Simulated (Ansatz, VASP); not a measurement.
## KBr: VASP beside Ansatz

```
K Br
1.0
     0.00000    3.29250    3.12787
     3.29250    0.00000    3.12787
     3.29250    3.29250    0.00000
K Br
1 1
Cartesian
  0.0000 0.0000 0.0000
  3.2925 3.2925 3.1279
```

Change from the starting cell: strain +0.000 along x and y, -0.050 along z, atoms carried along.

Alike in both runs: task single point; functional r2SCAN; k mesh 6 × 6 × 6; occupations gaussian, width 0.05 eV; no spin polarisation.

|  | VASP | Ansatz |
| --- | --- | --- |
| version | VASP 6.6.1 | Ansatz 0.2.0 |
| potentials or method | VASP PAW PBE potentials, release 64 (K_sv, Br) | scalar-relativistic, plane waves, PAW |
| plane-wave cutoff (eV) | 520 | 500 |
| valence electrons in the cell | 16 | 16 |

```csv
,VASP,Ansatz,Ansatz less VASP
gap on the k mesh at the Fermi level (eV),5.21,5.20,-0.003
least direct gap on the mesh (eV),5.21,5.20,-0.003
pressure (GPa),1.3,1.3,-0.01
largest component of the traceless stress (GPa),1.79,1.76,-0.021
```

The functional is the same, so the differences come from potentials, cutoffs and numerics.

Caveats: the PAW data sets were made with another functional, which shifts forces and pressure a little (VASP).
